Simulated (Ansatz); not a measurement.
**Pd: levels along high-symmetry lines**

```
CELL_PARAMETERS angstrom
0.00000 1.94490 1.94490
1.94490 0.00000 1.94490
1.94490 1.94490 0.00000
ATOMIC_POSITIONS crystal
Pd 0.00000 0.00000 0.00000
```

Conventional cell: a = 3.890 Å, b = 3.890 Å, c = 3.890 Å, α = 90.00°, β = 90.00°, γ = 90.00°. Pd (atom 1) is surrounded by 12 Pd at 2.75 Å.

The cell comes from COD entry 9008478, which wasn't checked; take it as a given geometry.

Spin polarisation is left out, and whether a magnetic state lies lower isn't shown here.

Theory: DFT, PBE, all-electron LAPW, scalar-relativistic in Ansatz 0.2.0.

Settings: a Γ-centred 18×18×18 k mesh, Fermi–Dirac smearing of 0.05 eV, basis error target 0.25 meV/atom, no spin polarisation.

Points in fractions of the reciprocal vectors of this cell: Γ (0, 0, 0), X (0.5, 0, 0.5), U (0.625, 0.25, 0.625), K (0.375, 0.375, 0.75), L (0.5, 0.5, 0.5), W (0.5, 0.25, 0.75). The path joins them by straight lines in the order Γ–X–U–K–Γ–L–W–X; legs that retrace an earlier one aren't tabulated. Energies are in eV from the Fermi level.

Problem. List the levels at W between -8 and 6 eV.

Solution. -4.36, -3.40 (×2), -1.34, 0.29.

Problem. List the levels at K between -8 and 6 eV.

Solution. -4.76, -4.18, -1.99, -0.97, -0.17.

Problem. List the levels at L between -8 and 6 eV.

Solution. -5.33, -2.91 (×2), -0.03 (×2), 1.00.

Problem. What is the band gap?

Solution. none: bands cross the Fermi level, a metal.
